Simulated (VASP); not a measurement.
# KBr (Cmmm) in VASP: notebook, part 2 of 2

VASP 6.6.1. Earlier steps stand in the parts before.

## 3. Single point, LDA (strain +0.0150 x Voigt [0, 0, 0, 0, 0, 1], atoms carried along)

File INCAR:

```
ALGO = Normal ; EDIFF = 1E-6
ENCUT = 520 ; ISIF = 2
ISMEAR = 0 ; LASPH = True
LCHARG = False ; LREAL = False
LWAVE = False ; NBANDS = 15
NELM = 100 ; PREC = Accurate
SIGMA = 0.05
```

File KPOINTS:

```
k-points
0
Gamma
  6 6 6
```

File POSCAR:

```
KBr
1.0
    4.0434990000      0.0303262425      0.0000000000
    0.0303262425      4.0434990000      0.0000000000
    0.0000000000      0.0000000000      4.0434990000
K Br
1 1
Direct
    0.0000000000      0.0000000000      0.0000000000
    0.5000000000      0.5000000000      0.5000000000
```

Potentials or basis: VASP PAW LDA potentials, release 64 (K_sv, Br).

On the command line:

```sh
cat potpaw_LDA.64/K_sv/POTCAR potpaw_LDA.64/Br/POTCAR > POTCAR
mpirun -np 1 vasp_std > vasp.out
```

OUTCAR:

```text
EDIFF = 1E-6
   ENCUT = 520
   ISIF = 2
   ISMEAR = 0
   LASPH = True
   LREAL = False
   NELM = 100
   PREC = Accurate

 ion  position               nearest neighbor table
   1  0.000  0.000  0.000-
   2  0.500  0.500  0.500-

  LATTYP: Found a base centered orthorhombic cell.
 ALAT       =     5.6754833418
 B/A-ratio  =     1.0151133501
 C/A-ratio  =     0.7124501574

  Lattice vectors:

 A1 = (  -0.0303262425,  -4.0434990000,   0.0000000000)
 A2 = (   4.0434990000,   0.0303262425,   0.0000000000)
 A3 = (   0.0000000000,   0.0000000000,   4.0434990000)

Analysis of symmetry for initial positions (statically):
=====================================================================
 Subroutine PRICEL returns:
 Original cell was already a primitive cell.

 Routine SETGRP: Setting up the symmetry group for a
 base centered orthorhombic supercell.

 Subroutine GETGRP returns: Found  8 space group operations
 (whereof  8 operations were pure point group operations)
 out of a pool of  8 trial point group operations.

[... 167 lines left out ...]
 fundamental gap:      3.4821211188
 Fermi energy:        -0.6194129132

 k-point     1 :       0.0000    0.0000    0.0000
  band No.  band energies     occupation
      1     -29.2004      2.00000
      2     -13.7377      2.00000
      3     -12.8584      2.00000
      4     -12.8581      2.00000
      5     -12.8579      2.00000
      6      -1.2068      2.00000
      7      -1.1962      2.00000
      8      -1.1852      2.00000
      9       2.5548      0.00000
     10       4.6527      0.00000
     11       4.6541      0.00000
     12       8.5421      0.00000
     13       8.5780      0.00000
     14       8.6218      0.00000
[... 401 lines left out ...]
      2     -13.5754      2.00000
      3     -12.9614      2.00000
      4     -12.9121      2.00000
      5     -12.8651      2.00000
      6      -2.4795      2.00000
      7      -2.0996      2.00000
      8      -1.4091      2.00000
      9       4.7796      0.00000
     10       6.1005      0.00000
     11       6.5139      0.00000
     12       7.0392      0.00000
     13       8.1671      0.00000
     14       8.3668      0.00000
     15       9.9220      0.00000

 [... further k-points ...]
[... 5 lines left out ...]
  --------------------------------------------------------------------------------------
  -------------------------------------------------------------------------------------
  Total       -1.0740414     -1.0740414     -1.0741134     -0.0073900      0.0000000      0.0000000
  in kB      -26.0305899    -26.0305899    -26.0323359     -0.1791047      0.0000000      0.0000000
  external PRESSURE =     -26.0311719 kB  Pullay stress =       0.0000000 kB

 VOLUME and BASIS-vectors are now :
 -----------------------------------------------------------------------------
  energy-cutoff  :      520.00
  volume of cell :       66.11
      direct lattice vectors                 reciprocal lattice vectors
     4.043499000  0.030326242  0.000000000     0.247324471 -0.001854934  0.000000000
     0.030326242  4.043499000  0.000000000    -0.001854934  0.247324471  0.000000000
     0.000000000  0.000000000  4.043499000     0.000000000  0.000000000  0.247310559

 POSITION                                       TOTAL-FORCE (eV/Angst)
 -----------------------------------------------------------------------------------
      0.00000      0.00000      0.00000        -0.000000      0.000000      0.000000
      2.03691      2.03691      2.02175         0.000000      0.000000      0.000000
 -----------------------------------------------------------------------------------
    total drift:                                0.000000      0.000000     -0.000000

  FREE ENERGIE OF THE ION-ELECTRON SYSTEM (eV)
  ---------------------------------------------------
  free  energy   TOTEN  =        -6.6845328967 eV

  energy  without entropy=       -6.6845328967  energy(sigma->0) =       -6.68453290
```

OSZICAR:

```text
N       E                     dE             d eps       ncg     rms          rms(c)
DAV:   1     0.104566863170E+03    0.10457E+03   -0.69578E+03  1560   0.949E+02
DAV:   2    -0.604507128039E+00   -0.10517E+03   -0.97309E+02  1988   0.249E+02
DAV:   3    -0.667366789965E+01   -0.60692E+01   -0.60356E+01  2176   0.502E+01
DAV:   4    -0.689144276434E+01   -0.21777E+00   -0.21774E+00  2305   0.876E+00
DAV:   5    -0.689354234814E+01   -0.20996E-02   -0.20996E-02  2211   0.922E-01    0.269E+00
DAV:   6    -0.672184108920E+01    0.17170E+00   -0.13360E-01  1903   0.220E+00    0.204E+00
DAV:   7    -0.668679831651E+01    0.35043E-01   -0.61313E-02  2029   0.163E+00    0.104E+00
DAV:   8    -0.668462087730E+01    0.21774E-02   -0.12170E-02  2197   0.773E-01    0.146E-01
DAV:   9    -0.668451314085E+01    0.10774E-03   -0.60915E-04  2132   0.156E-01    0.633E-02
DAV:  10    -0.668453459087E+01   -0.21450E-04   -0.89397E-05  1932   0.785E-02    0.175E-02
DAV:  11    -0.668453342983E+01    0.11610E-05   -0.29065E-06  2150   0.109E-02    0.999E-03
DAV:  12    -0.668453289668E+01    0.53315E-06   -0.26525E-06  1931   0.114E-02
   1 F= -.66845329E+01 E0= -.66845329E+01  d E =-.131237E-19
```

stdout:

```text
POSCAR found type information on POSCAR K Br
 POSCAR found :  2 types and       2 ions
 scaLAPACK will be used
 LDA part: xc-table for (Slater(with rela. corr.)+CA(PZ))
 , standard interpolation
 POSCAR, INCAR and KPOINTS ok, starting setup
 FFT: planning ... GRIDC
 FFT: planning ... GRID_SOFT
 FFT: planning ... GRID
 WAVECAR not read
 entering main loop
```

Run time: 25 s. Hardware: 1 thread of Intel Xeon Platinum 8488C (Sapphire Rapids), shared host; peak memory 0.17 GiB.

Results:

* Free energy: -6.6845 eV
* Pressure: -2.6 GPa
* Band gap on the k mesh: 3.48 eV, indirect (least direct gap 3.74 eV)

Levels at points of the mesh, in eV from the valence-band top:
```tsv
k point	band 6	band 7	band 8	band 9	band 10	band 11
(0.00, 0.00, 0.00)	-0.28	-0.27	-0.26	3.48	5.58	5.58
(0.50, 0.00, 0.00)	-2.02	-0.24	-0.24	6.15	6.90	7.36
(0.50, 0.50, 0.00)	-1.44	-1.41	0.00	4.90	6.23	7.85
(0.00, 0.00, 0.50)	-2.02	-0.27	-0.22	6.15	6.90	7.35
(0.50, 0.00, 0.50)	-1.42	-1.42	0.00	4.90	6.23	7.85
(0.50, 0.50, 0.50)	-1.47	-1.46	-1.46	7.04	7.11	7.17
```

A k mesh can miss the band edges.
